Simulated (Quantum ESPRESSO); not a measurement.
# TaS2 under changes of volume

One of the cells (18.984 Å³/atom); the others are scaled copies at fixed shape and fractional positions:

```
Ta S
1.0
     3.35000    0.00000    0.00000
    -1.67500    2.90119    0.00000
     0.00000    0.00000    5.86000
Ta S
1 2
Direct
  0.00000 0.00000 0.00000
  0.66667 0.33333 0.75000
  0.33333 0.66667 0.25000
```

- Program: Quantum ESPRESSO 7.5
- Functional: PBE
- Potentials or basis: SSSP 1.3 efficiency PBE
- Cutoff: 748 eV
- Density cutoff: 5987 eV
- k mesh: 9 × 9 × 5
- Occupations: fermi-dirac, width 0.05 eV
- Spin: no spin polarisation

| volume (Å³/atom) | energy over the lowest point (meV/atom) | pressure (GPa) | largest force (eV/Å) |
| --- | --- | --- | --- |
| 17.845 | 136.42 | 20.3 | 2.409 |
| 18.225 | 93.36 | 16.2 | 1.989 |
| 18.605 | ? | ? | ? |
| 18.984 | 33.96 | 9.1 | 1.234 |
| 19.364 | 16.00 | 6.1 | 0.894 |
| 19.744 | 4.89 | 3.3 | 0.578 |
| 20.123 | 0.00 | 0.8 | 0.282 |

What does the run at 18.605 Å³/atom give?

Energy over the lowest point 59.49 meV/atom; pressure 12.5 GPa; largest force 1.598 eV/Å.

Worked out: A Birch-Murnaghan fit of order 3 (a polynomial in V^(-2/3)) to the other rows has its minimum at 20.26 Å³/atom, just outside them, with B0 = V·E''(V) = 123 GPa and B' = 4.1 at fixed shape and positions, which overstates the stiffness. It gives 59.46 meV/atom at 18.605 Å³/atom, against the run's 59.49, and -dE/dV = 12.5 GPa, against 12.5.

Energies are extrapolated to zero smearing.

Caveats: this functional lacks dispersion, which binds the layers, so the pressure and a relaxed spacing across them are unreliable; forces of over 1 eV/Å show positions far from the minimum, so gaps and moduli don't describe the material at rest (some runs).
